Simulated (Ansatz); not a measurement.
**La: the order of phases at one pressure**

Which of bcc, hcp, omega, beta tin, diamond has the lowest enthalpy for La at one common pressure? The runs shown use PAW.

Computed with Ansatz 0.2.0 (DFT, PBE, PAW with Ansatz's default frozen-core files, scalar-relativistic, unless a step's input says otherwise).

**1. The starting structure**

The structure is cubic, space group Im-3m (No. 229). The conventional cell has a = 4.211 Å, b = 4.211 Å, c = 4.211 Å, α = 90.00°, β = 90.00°, γ = 90.00°. La (site symmetry m-3m) is surrounded by 8 La at 3.65 Å.

Structure file:

```
La
1.0
    -2.10532    2.10532    2.10532
     2.10532   -2.10532    2.10532
     2.10532    2.10532   -2.10532
La
1
Cartesian
  0.0000 0.0000 0.0000
```

**2. Cell relaxed at zero pressure, PAW**

input.yaml reads:

```yaml
crystal:
  lattice:
    - [-2.1053153331, 2.1053153331, 2.1053153331]
    - [2.1053153331, -2.1053153331, 2.1053153331]
    - [2.1053153331, 2.1053153331, -2.1053153331]
  atoms:
    - { symbol: La, position: [0.0, 0.0, 0.0] }
kpoints:
  mp_grid: { grid: [13, 13, 13] }
scf:
  occupations: { method: fermi_dirac, width: 0.05 }
hamiltonian:
  xc: pbe
  pseudopotentials: { kind: paw }
output:
  forces: true
  stress: true
relax:
  f_tol: 0.005
  max_steps: 40
  cell: {}
```

On the command line:

```sh
ansatz run input.yaml --threads 2 --pin off --max-ram 5120MiB --backend cpu --events-out ev --progress --plain --runs-dir out
```

After this run come: Volume scaled by 0.875, to set the pressure, PAW; Bcc relaxed under pressure, PAW; Hcp relaxed under pressure, PAW; Omega relaxed under pressure, PAW; Beta tin relaxed under pressure, PAW; Diamond relaxed under pressure, PAW.

Q: Predict the outcome of this session. Wanted: pressure; lowest.

As calculated:

| quantity | value |
| --- | --- |
| pressure | 4.4 GPa |
| lowest (PAW) | omega, 3.7 meV/atom under hcp |

**Reading.** By PAW the order is omega < hcp < bcc < beta tin < diamond. Only these structures were tried, with electrons smeared by 0.05 eV and without vibrations, so the true ground state may be another. The k meshes differ between phases and weren't tested, which can move differences by some meV. Spin-orbit coupling is left out, though the cell holds La; in elements this heavy it can shift bands and gaps by tenths of an eV.
